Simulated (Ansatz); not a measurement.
The parent structure is GeTe (space group R3m, No. 160).

```
CELL_PARAMETERS angstrom
      2.08109     1.20152     3.48795
     -2.08109     1.20152     3.48795
      0.00000    -2.40303     3.48795
ATOMIC_POSITIONS crystal
  Ge 0.23834 0.23834 0.23834
  Te 0.76166 0.76166 0.76166
```

Cartesian axes are those of the cell as printed.

Level of theory: plane-wave PAW DFT at the PBEsol level (Ansatz, an electronic-structure program, 420 eV), no spin-orbit coupling, earlier PAW set.

Base values:

| Property | Value |
|---|---|
| Shortest interatomic distance | 2.833 Å |

Perturbation: the symmetric strain tensor [0.0002 -0.0168 -0.0143; -0.0168 0.0095 0.0083; -0.0143 0.0083 -0.0169]; the atoms relax in the strained cell.

### Question
What does the calculation give for the stress, energy relative to the base and shortest interatomic distance after the change?

### Answer
The stress (xx, yy, zz, yz, xz, xy; compression positive) is (1.39, -0.13, 0.29, -0.70, 0.47, 0.21) GPa; the energy increases by 3.0 meV/atom; the shortest interatomic distance decreases by 0.030 Å, from 2.833 Å to 2.803 Å.

Stability against distortions was not tested.
